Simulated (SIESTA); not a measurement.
W:

```
CELL_PARAMETERS angstrom
-1.51817 1.56160 1.59045
1.57689 -1.53635 1.62392
1.56275 1.58094 -1.56521
ATOMIC_POSITIONS crystal
W 0.00000 0.00000 0.00000
```

The cell isn't the ideal one: cell strained at random at fixed volume.

```yaml
Program: SIESTA 5.4.2
Task: relaxation of cell and atoms
Functional: APBE
Potentials_or_basis: SPMS 1.0 NC or PseudoDojo by element (PBE files)
Basis: DZP (energy shift 0.002 Ry)
Grid_cutoff: 800 Ry
Energy_shift: 0.002 Ry
k_mesh: 12 × 12 × 12
Occupations: fermi-dirac, width 0.05 eV
Spin: no spin polarisation
```

At the start: pressure 10.5 GPa; volume 15.85 Å³/atom.

Problem. How do energy, volume and symmetry change on relaxing?

Solution. Over 10 steps the energy falls by 36.2 meV/atom and the volume is 16.34 Å³/atom (+3.1 %); space group Im-3m (No. 229, to 0.05 Å).

Step by step:
```csv
step,energy change (eV),largest force (eV/Å),pressure (GPa),volume (Å³)
1,0.0000,0.0000,10.54,15.85
2,-0.0261,0.0000,0.11,16.34
3,-0.0021,0.0000,-13.14,17.11
4,-0.0271,0.0000,-1.73,16.44
5,-0.0358,0.0000,0.72,16.30
6,-0.0360,0.0000,0.25,16.33
7,-0.0282,0.0000,-3.56,16.53
8,-0.0362,0.0000,-0.24,16.35
9,-0.0361,0.0000,0.51,16.31
10,-0.0362,0.0000,0.02,16.34
```

Final structure:
```yaml
crystal:
  lattice:
    - [-1.59915, 1.59877, 1.59858]
    - [1.59847, -1.59878, 1.59792]
    - [1.59899, 1.59863, -1.59860]
  atoms:
    - { symbol: W, position: [0.00000, 0.00000, 0.00000] }
```

Caveat: semicore shells carry a single zeta, which can move pressures by several GPa and volumes by a few percent; the potentials were made for another functional, which shifts forces and pressure; the basis of atomic orbitals isn't converged, which shifts pressures, moduli and gaps.
